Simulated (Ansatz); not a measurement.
# BeO (P6_3mc): band-edge transport data

Data:

```
BeO
1.0
    2.71178     0.00000     0.00000
   -1.35589     2.34847     0.00000
    0.00000     0.00000     4.40447
Be O
2 2
Cartesian
  0.00000   1.56565  -0.00062
  1.35589   0.78282   2.20162
  0.00000   1.56565   1.66331
  1.35589   0.78282   3.86554
```

The numbers are results of PBE, rigid bands (plane waves, PAW, scalar-relativistic; Ansatz, a first-principles code), not measurements. Condition of this run: functional PBE, cell relaxed with it. How the cell was made: cell and atoms relaxed with PBE.

```yaml
band_gap: 7.45 eV
electron conductivity mass (300 K, dilute): 0.62 (x), 0.62 (y), 0.55 (z) mₑ
hole conductivity mass (300 K, dilute): 2.7 (x), 2.7 (y), 1.15 (z) mₑ
effective density of states N_c (300 K): 1.1e19 cm⁻³
effective density of states N_v (300 K): 1.1e20 cm⁻³
density_of_states_mass_electrons: 0.59 mₑ
density_of_states_mass_holes: 2.7 mₑ
Seebeck coefficient, n-type 1e19 cm⁻³, 300 K: -232 μV/K
best n-type power factor at 300 K for τ = 10 fs (best axis; densities from 1e16 to 1e21 cm⁻³ tried, whether or not they can be reached): 3.4 μW/(cm·K²) at 3e19 cm⁻³
Seebeck coefficient, p-type 1e19 cm⁻³, 300 K: 465 μV/K
```

Rigid bands; masses and Seebeck coefficients take one relaxation time τ for all states and one kind of carrier; polarons and phonon drag are left out. Spin-orbit coupling is left out.
